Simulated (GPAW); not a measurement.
Runs of GPAW 26.7.0 on ZnS (Wurtzite-2H). It takes space group P6_3mc (No. 186, hexagonal). The conventional cell has a = 3.811 Å, b = 3.811 Å, c = 6.234 Å, α = 90.00°, β = 90.00°, γ = 120.00°. Zn (site symmetry 3m) is surrounded by 4 S at 2.31 to 2.40 Å. S (site symmetry 3m) is surrounded by 4 Zn at 2.31 to 2.40 Å. 

| task | level | potentials or basis | cell | k mesh | cutoff (eV) | band path | band points | optimizer | fmax | max steps | grid spacing | gap on the mesh (eV) | pressure (GPa) | V0 of scaled cells (Å³/atom) | relaxed volume (Å³/atom) | B0 (GPa) | largest force (eV/Å) |
| --- | --- | --- | --- | --- | --- | --- | --- | --- | --- | --- | --- | --- | --- | --- | --- | --- | --- |
| band structure | AM05 | PAW data sets generated in the run's folder for this functional, pw | as given | 6 × 6 × 3 | 600 | GMKGALHA,LM,KH | 100 | - | - | - | - | 2.23 | -0.6 | - | - | - | 0.31 |
| relaxation of cell and atoms | PBEint | PAW data sets generated in the run's folder for this functional, pw | relaxed | 6 × 6 × 3 | 600 | - | - | LBFGS | 0.02 eV/Å | 60 | - | 2.16 | 0.1 | - | 19.58 | - | - |
| single point | TB-mBJ | GPAW PAW data sets for LDA (gpaw-data 1.2.1), pw | as given | 8 × 8 × 4 | 600 | - | - | - | - | - | - | 3.81 | - | - | - | - | - |
| equation of state | vdW-DF-cx | GPAW PAW data sets (gpaw-data 1.2.1), pw | as given | 6 × 6 × 3 | 600 | - | - | - | - | - | - | - | - | 19.93 | - | 72 | - |
| band structure | PBE | GPAW PAW data sets (gpaw-data 1.2.1), fd | as given | 6 × 6 × 3 | - | GMKGALHA,LM,KH | 60 | - | - | - | 0.16 Å | 2.24 | - | - | - | - | 0.33 |
| band structure | PBE | GPAW PAW data sets (gpaw-data 1.2.1), pw | as given | 6 × 6 × 3 | 600 | GMKGALHA,LM,KH | 80 | - | - | - | - | 2.24 | (a) | - | - | - | 0.33 |
| relaxation of cell and atoms | BP86+D3(BJ) | PAW data sets generated in the run's folder for this functional, pw | relaxed | 6 × 6 × 3 | 600 | - | - | BFGS | 0.05 eV/Å | 40 | - | 2.38 | 0.1 | - | 18.68 | - | 0.04 |
| relaxation of cell and atoms | rSCAN | GPAW PAW data sets (gpaw-data 1.2.1), pw | relaxed | 6 × 6 × 3 | 600 | - | - | LBFGS | 0.02 eV/Å | 60 | - | 2.80 | 0.1 | - | 19.43 | - | 0.01 |
| relaxation of cell and atoms | PBEsol+D3 | PAW data sets generated in the run's folder for this functional, pw | relaxed | 6 × 6 × 3 | 600 | - | - | BFGS | 0.02 eV/Å | 60 | - | 2.27 | 0.0 | - | 18.72 | - | 0.01 |
| band structure | MS2 | GPAW PAW data sets (gpaw-data 1.2.1), pw | as given | 6 × 6 × 3 | 600 | GMKGALHA,LM,KH | 80 | - | - | - | - | (b) | 0.3 | - | - | - | 0.33 |
| relaxation of cell and atoms | AM05 | PAW data sets generated in the run's folder for this functional, pw | relaxed | 6 × 6 × 3 | 600 | - | - | LBFGS | 0.01 eV/Å | 100 | - | 2.24 | 0.0 | - | 19.39 | - | 0.01 |
| equation of state | LDA | JTH PAW 2.0, LDA, pw | as given | 6 × 6 × 3 | 600 | - | - | - | - | - | - | - | - | 18.59 | - | 89 | - |

Alike in all rows: no spin polarisation; smearing fermi-dirac 0.05 eV.

Q: Estimate the missing entries.

A: (a) 2.4; (b) 2.62.

Caveats: later steps reuse the first step's grids (some runs); an odd mesh through Γ misses points on the zone boundary, where band edges often lie (some runs); the PAW data sets were made with another functional, which shifts forces and pressure a little (some runs); the cell was scaled at fixed shape and fractional positions, which overstates the stiffness of a crystal with free parameters, most of all of layers and chains (some runs); a model potential gives levels but no total energy (some runs); the real-space grid adds noise to forces (some runs); the program truncates these outside data sets (some runs).

Not every run made on this cell is shown here.
